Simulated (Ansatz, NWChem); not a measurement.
## Computed against measured: dipole moment

10 molecules of light elements (H to F); the dipole moment in D, computed less measured. Shapes, held fixed at every level: PBE0-D4/def2-TZVP. No vibrational averaging. Dipoles are compared by magnitude; molecules under 1 D, whose direction can flip, are left out. Programs: Ansatz 0.2.0, NWChem 7.3.0. Measured values: NIST CCCBDB.

Levels: A = PBE-D4/def2-TZVPP; B = PBE0/def2-SVP; C = wB97M-V/def2-TZVPP.

| molecule | measured | A | B | C |
| --- | --- | --- | --- | --- |
| HCN (hydrogen cyanide) | 2.98 | -0.06 | -0.09 | +0.06 |
| HNC (SMILES [C-]#[NH+]) | 3.05 | +0.09 | +0.10 | +0.02 |
| HOF (hypofluorous acid) | 2.23 | -0.35 | -0.21 | -0.27 |
| H2CO (formaldehyde) | 2.33 | -0.21 | -0.14 | 0.00 |
| CH3N (methanimine) | 2.00 | -0.11 | -0.07 | +0.01 |
| C2H2F2 (vinylidene fluoride) | 1.38 | -0.39 | -0.31 | -0.24 |
| C2H3F3 (1,1,1-trifluoroethane) | 2.32 | -0.18 | -0.11 | -0.04 |
| C3H3NO (SMILES c1cocn1) | 1.50 | +0.06 | +0.05 | +0.07 |
| C2H7N (dimethylamine) | 1.03 | -0.16 | -0.07 | -0.07 |
| C3H6O (SMILES CC(C)=O) | 2.88 | -0.02 | -0.01 | +0.11 |

(1) Which level does best on this set, which worst, and which err to one side?

Answers

(1) 
```csv
level,kind,mean error,mean absolute error,worst case
PBE-D4/def2-TZVPP,GGA,-0.133,0.163,C2H2F2
PBE0/def2-SVP,global hybrid,-0.086,0.116,C2H2F2
wB97M-V/def2-TZVPP,range-separated hybrid,-0.035,0.089,HOF
```

On this set wB97M-V/def2-TZVPP has the smallest mean absolute error and PBE-D4/def2-TZVPP the largest. PBE-D4/def2-TZVPP is too low in 8 of 10; PBE0/def2-SVP is too low in 8 of 10. All levels miss C2H2F2 on one side, which points to its shape or to the tabulated value. The tabulated value of HOF is in doubt (older tables, estimates, or at odds with other calculations) and kept here. Over the 9 molecules whose values aren't doubted the mean absolute errors are A 0.142; B 0.106; C 0.069. The smallest two are near a tie. The set is small.
